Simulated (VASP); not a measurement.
# BN (F-43m) in VASP: further runs

BN is run at these levels: PBE, PBEsol+D3(BJ), PBEsol; tasks: single point.

Program: VASP 6.6.1. These are calculated values, not measurements. Logs are shortened: lines on timing, memory, paths and dates and some standing lists are left out, and cuts for length are marked.

**Measured values to compare with.**

From a printed reference work, monograph, for a bulk crystal of BN at 300 K: band gap 6.4 eV (indirect).

The runs below are set against these values where they give the same quantity.

### Step 1. The cell of the first run

Symmetry: F-43m, No. 216, cubic system. Conventional cell: a = 3.615 Å, b = 3.615 Å, c = 3.615 Å, α = 90.00°, β = 90.00°, γ = 90.00°. B (site symmetry -43m) has 4 N at 1.57 Å within 2.1 Å. Within 2.1 Å of N (site symmetry -43m) lie 4 B at 1.57 Å.

### Step 2. Single point, PBE

INCAR reads:

```
SYSTEM = BN
  PREC = Accurate
  ENCUT = 520
  EDIFF = 1E-6
  ISMEAR = 0
  SIGMA = 0.05
  LREAL = .FALSE.
  LASPH = .TRUE.
  NELM = 60
  ALGO = Normal
  ISIF = 2
  LWAVE = .FALSE.
  LCHARG = .FALSE.
  GGA = PE
  NBANDS = 11
```

KPOINTS reads:

```
Automatic mesh
0
G
  12 12 12
  0 0 0
```

POSCAR reads:

```
BN
1.0
    0.0000000000      1.8074995743      1.8074995743
    1.8074995743      0.0000000000      1.8074995743
    1.8074995743      1.8074995743      0.0000000000
B N
1 1
Direct
    0.0000000000      0.0000000000      0.0000000000
    0.7500000000      0.7500000000      0.7500000000
```

Potentials or basis: VASP PAW PBE potentials, release 64 (B, N).

Command:

```
> cat potpaw_PBE.64/B/POTCAR potpaw_PBE.64/N/POTCAR > POTCAR
> mpirun -np 1 vasp_std > vasp.out
```

OUTCAR:

```text
SYSTEM = BN
   PREC = Accurate
   ENCUT = 520
   EDIFF = 1E-6
   ISMEAR = 0
   LREAL = .FALSE.
   LASPH = .TRUE.
   NELM = 60
   ISIF = 2
   GGA = PE

 ion  position               nearest neighbor table
   1  0.000  0.000  0.000-   2 1.57   2 1.57   2 1.57   2 1.57
   2  0.750  0.750  0.750-   1 1.57   1 1.57   1 1.57   1 1.57

  LATTYP: Found a face centered cubic cell.
 ALAT       =     3.6149991486

  Lattice vectors:

 A1 = (   0.0000000000,   1.8074995743,   1.8074995743)
 A2 = (   1.8074995743,   0.0000000000,   1.8074995743)
 A3 = (   1.8074995743,   1.8074995743,   0.0000000000)

Analysis of symmetry for initial positions (statically):
=====================================================================
 Subroutine PRICEL returns:
 Original cell was already a primitive cell.

 Routine SETGRP: Setting up the symmetry group for a
 face centered cubic supercell.

 Subroutine GETGRP returns: Found 24 space group operations
 (whereof 24 operations were pure point group operations)
 out of a pool of 48 trial point group operations.

The static configuration has the point symmetry T_d .

Analysis of symmetry for dynamics (positions and initial velocities):
=====================================================================
 Subroutine PRICEL returns:
 Original cell was already a primitive cell.

 Routine SETGRP: Setting up the symmetry group for a
 face centered cubic supercell.

 Subroutine GETGRP returns: Found 24 space group operations
 (whereof 24 operations were pure point group operations)
 out of a pool of 48 trial point group operations.

The dynamic configuration has the point symmetry T_d .

 Subroutine INISYM returns: Found 24 space group operations
 (whereof 24 operations are pure point group operations),
 and found     1 'primitive' translations

----------------------------------------------------------------------------------------

                                     Primitive cell

  volume of cell :      11.8104

  direct lattice vectors                    reciprocal lattice vectors
     0.000000000  1.807499574  1.807499574    -0.276625238  0.276625238  0.276625238
     1.807499574  0.000000000  1.807499574     0.276625238 -0.276625238  0.276625238
     1.807499574  1.807499574  0.000000000     0.276625238  0.276625238 -0.276625238

  length of vectors
     2.556190412  2.556190412  2.556190412     0.479128967  0.479128967  0.479128967

  position of ions in fractional coordinates (direct lattice)
     0.000000000  0.000000000  0.000000000
     0.750000000  0.750000000  0.750000000

  ion indices of the primitive-cell ions
   primitive index   ion index
                 1           1
                 2           2

----------------------------------------------------------------------------------------

 KPOINTS: Automatic mesh

Automatic generation of k-mesh.
 Grid dimensions read from file:
 generate k-points for:   12   12   12

 Generating k-lattice:

  Cartesian coordinates                     Fractional coordinates (reciprocal lattice)
    -0.023052103  0.023052103  0.023052103     0.083333333  0.000000000  0.000000000
     0.023052103 -0.023052103  0.023052103     0.000000000  0.083333333  0.000000000
     0.023052103  0.023052103 -0.023052103     0.000000000  0.000000000  0.083333333

  Length of vectors
     0.039927414  0.039927414  0.039927414

  Shift w.r.t. Gamma in fractional coordinates (k-lattice)
     0.000000000  0.000000000  0.000000000

 Subroutine IBZKPT returns following result:
 ===========================================

 Found     72 irreducible k-points:

 Following reciprocal coordinates:
            Coordinates               Weight
  0.000000  0.000000  0.000000      1.000000
  0.083333  0.000000  0.000000      8.000000
  0.166667  0.000000  0.000000      8.000000
  0.250000  0.000000  0.000000      8.000000
  0.333333  0.000000  0.000000      8.000000
  0.416667  0.000000  0.000000      8.000000
[... 16 lines left out ...]
  0.500000  0.166667  0.000000     24.000000
 -0.416667  0.166667  0.000000     24.000000
 [... further k-points ...]
   k-points           NKPTS =     72   k-points in BZ     NKDIM =     72   number of bands    NBANDS=     11
   number of dos      NEDOS =    301   number of ions     NIONS =      2
   total plane-waves  NPLWV =   8000
   dimension x,y,z NGX =    20 NGY =   20 NGZ =   20
   dimension x,y,z NGXF=    40 NGYF=   40 NGZF=   40
   ions per type =               1   1
   NGX,Y,Z   is equivalent  to a cutoff of  13.01, 13.01, 13.01 a.u.
   NGXF,Y,Z  is equivalent  to a cutoff of  26.01, 26.01, 26.01 a.u.
 SYSTEM =  BN
   PREC   = accura    normal or accurate (medium, high low for compatibility)
   ISTART =      0    job   : 0-new  1-cont  2-samecut
   ICHARG =      2    charge: 1-file 2-atom 10-const
   ISPIN  =      1    spin polarized calculation?
   LNONCOLLINEAR =      F non collinear calculations
   LSORBIT =      F    spin-orbit coupling
   LASPH  =      T    aspherical Exc in radial PAW
   ENCUT  =  520.0 eV  38.22 Ry    6.18 a.u.   4.75  4.75  4.75*2*pi/ulx,y,z
   NELM   =     60;   NELMIN=  2; NELMDL= -5     # of ELM steps
   EDIFF  = 0.1E-05   stopping-criterion for ELM
   LREAL  =      F    real-space projection
   EDIFFG = 0.1E-04   stopping-criterion for IOM
   NSW    =      0    number of steps for IOM
   IBRION =     -1    ionic relax: 0-MD 1-quasi-New 2-CG
   NFREE  =      0    steps in history (QN), initial steepest desc. (CG)
   ISIF   =      2    stress and relaxation
   ISYM   =      2    0-nonsym 1-usesym 2-fastsym
   POTIM  = 0.5000    time-step for ionic-motion
   TEBEG  =    0.0;   TEEND  =   0.0 temperature during run
   PSTRESS=    0.0 pullay stress
   NELECT =       8.0000    total number of electrons
   NUPDOWN=      -1.0000    fix difference up-down
   EMIN   =  10.00;   EMAX   =-10.00  energy-range for DOS
   EFERMI =   0.00;   METHOD = LEGACY
   ISMEAR =     0;   SIGMA  =   0.05  broadening in eV -4-tet -1-fermi 0-gaus
   EFERMI_NEDOS =   21; number of points for ismear=-14 and -15
   IALGO  =     38    algorithm
   IMIX   =      4    mixing-type and parameters
     AMIX     =   0.40;   BMIX     =  1.00
     AMIX_MAG =   1.60;   BMIX_MAG =  1.00
  volume/ion in A,a.u.               =       5.91        39.85
  Fermi-wavevector in a.u.,A,eV,Ry     =   1.437750  2.716953 28.124933  2.067124
  Thomas-Fermi vector in A             =   2.556793
   LORBIT       =      0    0 simple, 1 ext, 2 COOP (PROOUT), +10 PAW based schemes
   GGA     = PE    functional components
   LHFCALC =     F    Hartree Fock is set to
   AEXX    =    0.0000 exact exchange contribution
   IVDW    =     0    specifies the selected vdW correction
   LEPSILON=     F    determine dielectric tensor
   LRPA    =     F    only Hartree local field effects (RPA)
 non-spin polarized calculation
 Gauss-broadening in eV      SIGMA  =   0.05
  energy-cutoff  :      520.00
  volume of cell :       11.81
 maximum number of plane-waves:       332
   NGX =  9   NGY =  9   NGZ =  9

 number of electron       7.9999999 magnetization

 Free energy of the ion-electron system (eV)
  ---------------------------------------------------
  ext. energy  EPLUGINS =         0.00000000
  ---------------------------------------------------
  free energy    TOTEN  =       -17.44978688 eV

  energy without entropy =      -17.44978688  energy(sigma->0) =      -17.44978688

 E-fermi :   7.6924     XC(G=0): -12.8221

 val. band max:        7.4029056742   @ k =   0.0000   0.0000   0.0000
 cond. band min:      11.8622484977   @ k =   0.5000   0.5000   0.0000
 fundamental gap:      4.4593428235
 Fermi energy:         7.6923699931

 k-point     1 :       0.0000    0.0000    0.0000
  band No.  band energies     occupation
      1     -12.8278      2.00000
      2       7.4029      2.00000
      3       7.4029      2.00000
      4       7.4029      2.00000
      5      16.2228      0.00000
      6      16.2228      0.00000
      7      16.2228      0.00000
      8      17.7523      0.00000
      9      32.1552      0.00000
     10      35.1714      0.00000
     11      35.1714      0.00000

 k-point     2 :       0.0833    0.0000    0.0000
  band No.  band energies     occupation
      1     -12.6587      2.00000
      2       6.4906      2.00000
      3       7.2222      2.00000
      4       7.2222      2.00000
      5      16.4329      0.00000
      6      16.4970      0.00000
      7      16.4970      0.00000
      8      18.3147      0.00000
      9      31.9516      0.00000
     10      32.9615      0.00000
     11      32.9615      0.00000

 k-point     3 :       0.1667    0.0000    0.0000
  band No.  band energies     occupation
      1     -12.1578      2.00000
      2       4.3910      2.00000
      3       6.7826      2.00000
      4       6.7826      2.00000
      5      16.7479      0.00000
      6      17.1340      0.00000
      7      17.1340      0.00000
      8      19.6417      0.00000
      9      31.3998      0.00000
     10      31.4062      0.00000
     11      31.4062      0.00000

 k-point     4 :       0.2500    0.0000    0.0000
  band No.  band energies     occupation
      1     -11.3487      2.00000
      2       1.9250      2.00000
      3       6.2750      2.00000
      4       6.2750      2.00000
      5      17.0496      0.00000
      6      17.7424      0.00000
      7      17.7424      0.00000
      8      20.9739      0.00000
      9      30.8525      0.00000
     10      31.0028      0.00000
     11      31.0028      0.00000

 k-point     5 :       0.3333    0.0000    0.0000
  band No.  band energies     occupation
      1     -10.2947      2.00000
      2      -0.4643      2.00000
      3       5.8420      2.00000
      4       5.8420      2.00000
      5      17.3119      0.00000
      6      18.0551      0.00000
      7      18.0551      0.00000
      8      21.9384      0.00000
      9      30.6301      0.00000
     10      31.7982      0.00000
     11      31.7982      0.00000
[... 211 lines left out ...]
 k-point    21 :       0.3333    0.1667    0.0000
  band No.  band energies     occupation
      1     -10.4639      2.00000
      2       1.3214      2.00000
      3       4.6318      2.00000
      4       4.9168      2.00000
      5      15.5015      0.00000
      6      19.7007      0.00000
      7      20.2004      0.00000
      8      20.2068      0.00000
      9      26.8792      0.00000
     10      33.8546      0.00000
     11      35.5365      0.00000

 k-point    22 :       0.4167    0.1667    0.0000
  band No.  band energies     occupation
      1      -9.3987      2.00000
      2      -0.7703      2.00000
      3       4.2683      2.00000
      4       4.4481      2.00000
      5      15.9090      0.00000
      6      19.8214      0.00000
      7      20.2862      0.00000
      8      21.1693      0.00000
      9      27.7945      0.00000
     10      33.6334      0.00000
     11      35.8150      0.00000

 k-point    23 :       0.5000    0.1667    0.0000
  band No.  band energies     occupation
      1      -8.4322      2.00000
      2      -2.3256      2.00000
      3       3.6823      2.00000
      4       4.5209      2.00000
      5      16.2641      0.00000
      6      19.7554      0.00000
      7      20.0419      0.00000
      8      22.4754      0.00000
      9      28.1694      0.00000
     10      33.8108      0.00000
     11      35.0190      0.00000

 k-point    24 :      -0.4167    0.1667    0.0000
  band No.  band energies     occupation
      1      -8.2472      2.00000
      2      -2.5939      2.00000
      3       3.2801      2.00000
      4       4.8360      2.00000
      5      16.7166      0.00000
      6      19.6094      0.00000
      7      19.6461      0.00000
      8      23.0938      0.00000
      9      28.4571      0.00000
     10      32.7543      0.00000
     11      34.0836      0.00000

 [... further k-points ...]
[... 5 lines left out ...]
  --------------------------------------------------------------------------------------
  -------------------------------------------------------------------------------------
  Total        0.2431625      0.2431625      0.2431625      0.0000000      0.0000000     -0.0000000
  in kB       32.9869856     32.9869856     32.9869856      0.0000000      0.0000000     -0.0000000
  external PRESSURE =      32.9869856 kB  Pullay stress =       0.0000000 kB

 VOLUME and BASIS-vectors are now :
 -----------------------------------------------------------------------------
  energy-cutoff  :      520.00
  volume of cell :       11.81
      direct lattice vectors                 reciprocal lattice vectors
     0.000000000  1.807499574  1.807499574    -0.276625238  0.276625238  0.276625238
     1.807499574  0.000000000  1.807499574     0.276625238 -0.276625238  0.276625238
     1.807499574  1.807499574  0.000000000     0.276625238  0.276625238 -0.276625238

 POSITION                                       TOTAL-FORCE (eV/Angst)
 -----------------------------------------------------------------------------------
      0.00000      0.00000      0.00000         0.000000     -0.000000      0.000000
      2.71125      2.71125      2.71125        -0.000000      0.000000     -0.000000
 -----------------------------------------------------------------------------------
    total drift:                               -0.000000     -0.000000     -0.000000

  FREE ENERGIE OF THE ION-ELECTRON SYSTEM (eV)
  ---------------------------------------------------
  free  energy   TOTEN  =       -17.4497868813 eV

  energy  without entropy=      -17.4497868813  energy(sigma->0) =      -17.44978688
```

Run time: 4.2 s. Hardware: 1 thread of Intel Xeon 6975P-C (Granite Rapids), shared host; peak memory 0.12 GiB.

What came out:

| Item | Value |
| --- | --- |
| Free energy | -17.4498 eV |
| Pressure | 3.3 GPa |
| Band gap on the k mesh | 4.46 eV, indirect (least direct gap 8.82 eV) |

A k mesh can miss the band edges. PBE gaps usually lie below the measured ones, often by a third to a half.

(Continued in part 2 of 2.)
